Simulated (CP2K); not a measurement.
**Mg under changes of volume**

One of the cells (22.607 Å³/atom); the others are scaled copies at fixed shape and fractional positions:

```xyz
1
Lattice="3.1739 0.0000 0.0000 1.5869 2.7486 0.0000 1.5869 0.9162 2.5914" Properties=species:S:1:pos:R:3 pbc="T T T"
Mg    0.0000    0.0000    0.0000
```

This isn't the form of Mg at room conditions, which is hcp.

| Property | Result |
| --- | --- |
| Program | CP2K 2026.2 |
| Functional | PBE |
| Potentials or basis | POTENTIAL_UZH Mg GTH-PBE-q10; TZVP-MOLOPT-PBE-GTH basis |
| Density cutoff | 19048 eV |
| k mesh | 10 × 10 × 10 |
| Occupations | fermi-dirac, width 0.05 eV |
| Spin | no spin polarisation |

```csv
volume (Å³/atom),energy over the lowest point (meV/atom),pressure (GPa)
21.251,?,?
21.703,20.42,3.6
22.155,11.49,2.7
22.607,5.08,1.9
23.059,0.97,1.1
23.512,0.19,0.4
23.964,0.00,-0.2
```

Problem. What does the run at 21.251 Å³/atom give?

Solution. Energy over the lowest point 32.19 meV/atom; pressure 4.7 GPa.

Worked out: A Birch-Murnaghan fit of order 3 (a polynomial in V^(-2/3)) to the other rows has its minimum at 23.65 Å³/atom with B0 = V·E''(V) = 33 GPa and B' = 6.9. It gives 33.01 meV/atom at 21.251 Å³/atom, against the run's 32.19, and -dE/dV = 5.1 GPa, against 4.7.

Energies are extrapolated to zero smearing.

Caveats: the basis of atomic orbitals isn't converged, which shifts pressures, moduli and gaps.
